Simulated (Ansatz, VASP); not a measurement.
**One calculation of NaF, two programs**

```
Na F
1.0
     2.79349    0.00000    0.00000
     0.00000    2.79349    0.00000
     0.00000    0.00000    2.79349
Na F
1 1
Direct
  0.00000 0.00000 0.00000
  0.50000 0.50000 0.50000
```

Alike in both runs: task single point; functional r2SCAN; k mesh 8 × 8 × 8; no spin polarisation.

```csv
,VASP,Ansatz
version,VASP 6.6.1,Ansatz 0.2.0
potentials or method,"VASP PAW PBE potentials, release 64 (Na_pv, F)","plane waves, PAW"
plane-wave cutoff (eV),520,500
occupations,"gaussian, width 0.01 eV",fixed
valence electrons in the cell,14,16
```

```csv
,VASP,Ansatz,Ansatz less VASP
gap on the k mesh at the Fermi level (eV),7.11,7.06,-0.057
```

The two sets of potentials don't hold the same shells in valence.

Caveats: the PAW data sets were made with another functional, which shifts forces and pressure a little (VASP). r2SCAN opens gaps a little over a GGA but as a rule still falls short of measured ones. A k mesh can miss the band edges.
